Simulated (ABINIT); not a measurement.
The system is KF (Carobbiite).

```
CELL_PARAMETERS angstrom
0.00000 2.67185 2.67185
2.67185 0.00000 2.67185
2.67185 2.67185 0.00000
ATOMIC_POSITIONS crystal
K 0.00000 0.00000 0.00000
F 0.50000 0.50000 0.50000
```

Base run:

```yaml
Program: ABINIT 10.8.3 (patched build)
Functional: LDA
Potentials_or_basis: JTH PAW LDA v2.0
Cutoff: 626 eV
k_mesh: 9 × 9 × 9
Occupations: fermi-dirac, width 0.05 eV
Spin: no spin polarisation
```

Its results: band gap on the k mesh 5.79 eV, direct; pressure -3.4 GPa.

**Question.** The run is repeated on the same cell with these changes: functional from LDA to PBEsol; potentials or basis from JTH PAW LDA v2.0 to PseudoDojo NC SR PBEsol v0.4.1 standard; cutoff from 626 eV to 1143 eV. What comes out?

**Answer.** Band gap on the k mesh 6.06 eV, direct; pressure -0.7 GPa.
